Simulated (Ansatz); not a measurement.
HgSe under changes of volume

One of the cells (28.067 Å³/atom); the others are scaled copies at fixed shape and fractional positions:

```
Hg Se
1.0
     0.00000    3.03900    3.03900
     3.03900    0.00000    3.03900
     3.03900    3.03900    0.00000
Hg Se
1 1
Cartesian
  0.0000 0.0000 0.0000
  4.5585 4.5585 4.5585
```

- Program: Ansatz 0.2.0
- Functional: HSE06
- Potentials or basis: Ansatz PAW
- Cutoff: 420 eV (not typed: the program's choice for these potentials)
- k mesh: 4 × 4 × 4
- Occupations: fermi-dirac, width 0.05 eV
- Spin: no spin polarisation

```csv
volume (Å³/atom),energy over the lowest point (meV/atom),pressure (GPa)
26.383,71.69,7.8
26.944,47.43,6.1
27.505,28.78,4.5
28.067,?,?
28.628,6.30,2.0
29.189,1.36,0.9
29.751,0.00,-0.1
```

Question: What does the run at 28.067 Å³/atom give?

Answer: Energy over the lowest point 15.31 meV/atom; pressure 3.2 GPa.

Worked out: A Birch-Murnaghan fit of order 3 (a polynomial in V^(-2/3)) to the other rows has its minimum at 29.70 Å³/atom with B0 = V·E''(V) = 49 GPa and B' = 5.1. It gives 15.27 meV/atom at 28.067 Å³/atom, against the run's 15.31, and -dE/dV = 3.2 GPa, against 3.2.

Energies are extrapolated to zero smearing.

Caveats: all runs use coarse meshes; the PAW data sets come from PBE, with cores solved anew for the run's functional, which leaves a small shift of forces and pressure; the thresholds are loose for stress.
